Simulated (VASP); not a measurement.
Te: relaxation of cell and atoms with PBE

The system is Te.

```xyz
3
Lattice="4.4540 0.0000 0.0000 -2.2270 3.8573 0.0000 0.0000 0.0000 5.9240" Properties=species:S:1:pos:R:3 pbc="T T T"
Te    1.1981    0.0000    1.9747
Te   -0.5991    1.0376    3.9493
Te    1.6279    2.8197    0.0000
```

* Program: VASP 6.6.1
* Task: relaxation of cell and atoms
* Functional: PBE
* Potentials or basis: VASP PAW PBE potentials, release 64 (Te)
* Cutoff: 300 eV
* k mesh: 5 × 5 × 3
* Occupations: gaussian, width 0.03 eV
* Spin: no spin polarisation
* Further INCAR settings: ALGO = Normal; EDIFF = 1e-06; IBRION = 2; EDIFFG = -0.01; NSW = 90; ISIF = 3

```yaml
Relaxed_volume: 35.09 Å³/atom
Relaxed_cell: a = 4.525 Å, b = 4.525 Å, c = 5.937 Å, α = 90.00°, β = 90.00°, γ = 120.00°
Space_group_after_relaxing_to_0.05_Å: P3_121 (No. 152)
Energy_gained_by_relaxing: 5.0 meV/atom
Ionic_steps: 10
Pressure_after_relaxing: 0.0 GPa
Largest_force_after_relaxing: 0.010 eV/Å
Band_gap_on_the_k_mesh: 0.86 eV, indirect (least direct gap 1.21 eV)
```

Forces on the atoms (eV/Å):
```
Te  -0.010  0.000  0.000
Te   0.005 -0.009  0.000
Te   0.005  0.009  0.000
```

The path:
```csv
step,energy change (eV),largest force (eV/Å),pressure (GPa),volume (Å³)
1,0.0000,0.1731,1.48,101.78
2,-0.0082,0.1000,-0.84,106.46
3,-0.0139,0.0016,0.01,104.58
4,-0.0143,0.0016,0.02,104.66
5,-0.0150,0.0114,0.01,104.92
6,-0.0150,0.0128,0.02,104.96
7,-0.0150,0.0130,0.02,104.96
8,-0.0150,0.0133,-0.01,105.08
9,-0.0150,0.0137,-0.04,105.27
10,-0.0151,0.0098,-0.03,105.27
```

Final structure:
```cif
data_structure
_symmetry_space_group_name_H-M 'P 1'
_symmetry_Int_Tables_number 1
_cell_length_a 4.5248
_cell_length_b 4.5248
_cell_length_c 5.9370
_cell_angle_alpha 90.000
_cell_angle_beta 90.000
_cell_angle_gamma 120.000
_cell_volume 105.27
loop_
_atom_site_label
_atom_site_type_symbol
_atom_site_fract_x
_atom_site_fract_y
_atom_site_fract_z
_atom_site_occupancy
Te1 Te 0.26959 0.00000 0.33333 1
Te2 Te 0.00000 0.26959 0.66667 1
Te3 Te 0.73041 0.73041 0.00000 1
```

Levels at points of the mesh, in eV from the valence-band top:
```tsv
k point	band 6	band 7	band 8	band 9	band 10	band 11	band 12	band 13
(0.00, 0.00, 0.00)	-2.36	-1.27	-1.27	-0.47	1.35	1.35	1.88	5.41
```

It took 25 s on 1 thread of Intel(R) Xeon(R) 6975P-C (Granite Rapids), with other jobs on the host, peak memory 0.16 GiB.

Caveat: spin-orbit coupling is left out, which moves the levels of the heavy elements; an odd mesh through Γ misses points on the zone boundary, where band edges often lie. A hybrid or GW would open this gap; PBE tends to underestimate it.
